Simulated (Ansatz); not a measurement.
Starting cell, InN (wurtzite):

```
InN
1.0
    3.58053     0.00000     0.00000
   -1.79026     3.10083     0.00000
    0.00000     0.00000    11.57558
In N
4 4
Direct
  0.66667   0.33333   0.25099
  0.66667   0.33333   0.75099
  0.33333   0.66667   0.00099
  0.33333   0.66667   0.50099
  0.66667   0.33333   0.06161
  0.66667   0.33333   0.56161
  0.33333   0.66667   0.31161
  0.33333   0.66667   0.81161
```

A phonon eigenvector at A = (0.0, 0.0, 0.5) is frozen into this cell: atom i moves by Q times the vector below, so Q is the largest atomic displacement, in Å. The cell is held. It is one choice among 2 degenerate patterns. (q is in reciprocal vectors of the primitive cell; the cell shown is doubled to hold the pattern.)

```tsv
atom	x	y	z
In1	0.000	0.000	-0.107
In2	0.000	0.000	0.107
In3	0.000	0.000	0.036
In4	0.000	0.000	-0.036
N5	0.000	0.000	0.704
N6	0.000	0.000	-0.704
N7	0.000	0.000	1.000
N8	0.000	0.000	-1.000
```

Method: PBE (plane waves to 420 eV, PAW, scalar-relativistic; Ansatz, a first-principles code). k mesh 11×11×3 (Γ-centred), Fermi-Dirac smearing 0.05 eV. E stands for the smeared free energy. With partly filled bands, energies and forces of such displacements shift with the k mesh and the smearing. At this level the bands of InN touch or barely overlap; measurements give the solid a gap. InN was relaxed with its symmetry unable to fall. ΔE is measured from the undisplaced structure.

```
Q (Å)   ΔE (meV/cell)  −dE/dQ from forces (eV/Å)
------  -------------  -------------------------
-0.280            [?]                     14.888
-0.233           1384                     12.144
-0.187            [?]                      9.564
-0.140            490                      7.076
-0.093            [?]                      4.667
-0.047             54                      2.317
0.000               0                      0.000
0.047              54                     -2.317
0.093             [?]                     -4.667
0.140             490                     -7.076
0.187             [?]                     -9.564
0.233            1384                    -12.144
0.280             [?]                    -14.888
```

Task: Complete the blanks.

Result: 
- -0.280, ΔE (meV/cell): 2014
- -0.187, ΔE (meV/cell): 878
- -0.093, ΔE (meV/cell): 217
- 0.093, ΔE (meV/cell): 217
- 0.187, ΔE (meV/cell): 878
- 0.280, ΔE (meV/cell): 2014

(For displaced atoms, the force is minus the slope of the energy, and its curvature is a force constant, which sets phonon frequencies.)
